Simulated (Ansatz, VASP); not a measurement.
Two plane-wave programs on Ti

```
CELL_PARAMETERS angstrom
2.71372 0.00000 0.00000
0.00000 2.71372 0.00000
0.00000 0.00000 2.71372
ATOMIC_POSITIONS crystal
Ti 0.00000 0.00000 0.00000
```

Alike in both runs: task single point; functional PBE; k mesh 13 × 13 × 13; occupations fermi-dirac, width 0.1 eV; no spin polarisation.

|  | VASP | Ansatz |
| --- | --- | --- |
| version | VASP 6.6.1 | Ansatz 0.2.0 |
| potentials or method | VASP PAW PBE potentials, release 64 (Ti_sv) | plane waves (420 eV) with PAW, scalar-relativistic |
| plane-wave cutoff (eV) | 520 | 420 |
| valence electrons in the cell | 12 | 12 |

|  | VASP | Ansatz | Ansatz less VASP |
| --- | --- | --- | --- |
| pressure (GPa) | -5.4 | -5.4 | +0.09 |
